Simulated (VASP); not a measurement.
Input of a VASP 6.6.1 run:

INCAR

```
PREC = Accurate
ENCUT = 520
EDIFF = 1E-6
ISMEAR = 0
SIGMA = 0.1
LREAL = False
LASPH = True
NELM = 150
ALGO = Normal
ISIF = 2
LWAVE = False
LCHARG = False
ISPIN = 2
MAGMOM = 2 2
LORBIT = 11
LMAXMIX = 4
GGA = PE
IVDW = 12
NBANDS = 21
```

File KPOINTS:

```
Automatic mesh
0
Gamma
  9 9 4
```

File POSCAR:

```
Ni
1.0
    2.4480228978      0.0000000000      0.0000000000
   -1.2240114489      2.1200500186      0.0000000000
    0.0000000000      0.0000000000      4.0728075700
Ni
2
Direct
    0.3333333300      0.6666666700      0.2500000000
    0.6666666700      0.3333333300      0.7500000000
```

Potentials or basis: VASP PAW PBE potentials, release 64 (Ni).

The run is started by

```bash
$ cat potpaw_PBE.64/Ni/POTCAR > POTCAR
$ mpirun -np 1 vasp_std > vasp.out
```

Task: Predict the pressure.

Result: -0.9 GPa.

Task: Estimate the net moment.

Result: 1.21 μB per cell.

Task: Predict the site moments.

Result: Ni +0.61 μB.

Stress tensor (GPa, compression positive):
```
-0.47  0.00  0.00
 0.00 -0.47  0.00
 0.00  0.00 -1.69
```

Caveat: the k mesh is coarse (spacing up to 0.39 Å⁻¹), so the values aren't converged; pairwise dispersion overbinds metals, which lowers pressure and volume.
